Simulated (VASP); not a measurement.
# TiS2: band structure with PBE

Crystal: TiS2.

```xyz
3
Lattice="3.3585 0.0000 0.0000 -1.6792 2.9085 0.0000 0.0000 0.0000 5.5231" Properties=species:S:1:pos:R:3 pbc="T T T"
Ti    0.0000    0.0000    0.0000
S     0.0000    1.9390    1.4292
S     1.6792    0.9695    4.0939
```

- Program: VASP 6.6.1
- Task: band structure
- Functional: PBE
- Potentials or basis: VASP PAW PBE potentials, release 64 (Ti_sv, S)
- Cutoff: 520 eV
- k mesh: 12 × 12 × 7
- Occupations: methfessel-paxton, width 0.1 eV
- Spin: no spin polarisation
- Further INCAR settings: ALGO = Normal; EDIFF = 1e-06; NBANDS = 19

```
Pressure                : 3.8 GPa
Largest force           : 0.012 eV/Å
Band gap along the path : none (metal or under the smearing width)
```

Forces on the atoms (eV/Å):
```
Ti   0.000  0.000  0.000
S    0.000  0.000 -0.012
S    0.000  0.000  0.012
```

Stress tensor (GPa, compression positive):
```
3.70 0.00 0.00
0.00 3.70 0.00
0.00 0.00 3.92
```

Levels at the corners of the path, in eV from the Fermi level:
```tsv
point	band 10	band 11	band 12	band 13	band 14	band 15
Γ	0.16	0.16	0.16	0.54	0.54	0.87
M	-2.91	-2.64	-1.65	0.18	1.65	2.10
M	-2.91	-2.64	-1.65	0.18	1.65	2.10
K	-2.78	-2.78	-2.36	1.28	1.92	1.92
K	-2.78	-2.78	-2.36	1.28	1.92	1.92
Γ	0.16	0.16	0.16	0.54	0.54	0.87
Γ	0.16	0.16	0.16	0.54	0.54	0.87
A	-2.71	-0.10	-0.10	0.51	0.51	1.58
A	-2.71	-0.10	-0.10	0.51	0.51	1.58
L	-2.90	-1.18	-1.16	-0.14	1.65	2.06
L	-2.90	-1.18	-1.16	-0.14	1.65	2.06
H	-3.29	-2.25	-2.25	1.30	1.49	1.49
H	-3.29	-2.25	-2.25	1.30	1.49	1.49
A	-2.71	-0.10	-0.10	0.51	0.51	1.58
L	-2.90	-1.18	-1.16	-0.14	1.65	2.06
M	-2.91	-2.64	-1.65	0.18	1.65	2.10
K	-2.78	-2.78	-2.36	1.28	1.92	1.92
H	-3.29	-2.25	-2.25	1.30	1.49	1.49
```

Wall time 2.4 min on 1 thread of Intel(R) Xeon(R) 6975P-C (Granite Rapids) (shared host), peak memory 0.32 GiB.
